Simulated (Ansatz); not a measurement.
Al2O3 from a database of computed structures, 10 atoms and 48 valence electrons in a cell of about 133 Å³, was run 9 times in Ansatz, each time on 4 threads of Arm Neoverse V2, on a shared host.

```csv
run,k mesh,irreducible k,cutoff (eV),plane waves,bands,SCF iterations,wall time,peak host memory (GiB)
"relaxation, PBE",6×4×8,60,420,2685,34,78,42 s,0.5
"relaxation, r2SCAN",6×4×8,60,500,3421,34,58,67 s,0.75
"bands, PBE",6×4×8,60,420,2589,30,8,7.9 s,0.55
"single point, r2SCAN",6×4×8,60,500,3421,30,8,12 s,0.72
"single point, HSE06",4×2×6,24,420,2589,30,13,73 s,2.5
"field response, r2SCAN",4×2×8,36,500,3421,34,14,80 s,1.7
"relaxation, PBEsol",6×4×8,60,420,2625,34,57,39 s,0.53
"Γ phonons, PBEsol",4×2×6,28,420,2625,34,14,66 s,0.86
"single point, PBE0",4×2×6,24,420,2589,30,15,74 s,2.5
```

The slowest run (field response, r2SCAN) took about 10 times as long as the quickest (bands, PBE).
